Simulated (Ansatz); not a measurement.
Stackings of close-packed layers of Cu (one atom a layer), each relaxed to a stress under 0.05 GPa; h and k mark layers whose two neighbours have the same or different letters; energies count from the stacking AB (P6_3/mmc).

Method: DFT PBE, scalar-relativistic, plane waves, PAW in Ansatz 0.2.0.

Plane waves to 420 eV, a k mesh through Γ of 18×18×2 on the computed 10-atom cell and Gaussian smearing (0.10 eV); no spin polarisation.

Start (ABCBCACABC (kkhhkhhkkk)):

```
CELL_PARAMETERS angstrom
2.56795 0.00000 0.00000
-1.28398 2.22391 0.00000
0.00000 0.00000 20.96697
ATOMIC_POSITIONS crystal
Cu 0.00000 0.00000 0.00000
Cu 0.33333 0.66667 0.10000
Cu 0.66667 0.33333 0.20000
Cu 0.33333 0.66667 0.30000
Cu 0.66667 0.33333 0.40000
Cu 0.00000 0.00000 0.50000
Cu 0.66667 0.33333 0.60000
Cu 0.00000 0.00000 0.70000
Cu 0.33333 0.66667 0.80000
Cu 0.66667 0.33333 0.90000
```

**Question.** What does the relaxation give?

**Answer.** The free energy falls by 0 meV/atom.

- excess energy (meV/atom): -7.0
- spacing of like layers (Å): 2.093
- a (Å): 2.569
- gap on the mesh (eV): 0

Relaxed structure:
```xyz
10
Lattice="2.5689 0.0000 0.0000 -1.2844 2.2247 0.0000 0.0000 0.0000 20.9291" Properties=species:S:1:pos:R:3 pbc="T T T"
Cu    0.0000    0.0000   -0.0013
Cu    0.0000    1.4831    2.0880
Cu    1.2844    0.7416    4.1810
Cu    0.0000    1.4831    6.2812
Cu    1.2844    0.7416    8.3716
Cu    0.0000    0.0000   10.4620
Cu    1.2844    0.7416   12.5622
Cu    0.0000    0.0000   14.6553
Cu    0.0000    1.4831   16.7445
Cu    1.2844    0.7416   18.8362
```

Small energy differences in metals hang on the k mesh (about 10 mJ/m² or 1 to 2 meV/atom on the mesh of the relaxation).

Time: 7.9 min on 1 thread of Intel(R) Xeon(R) Processor @ 2.50GHz (Skylake/Cascade Lake) (shared host), peak memory 0.95 GiB.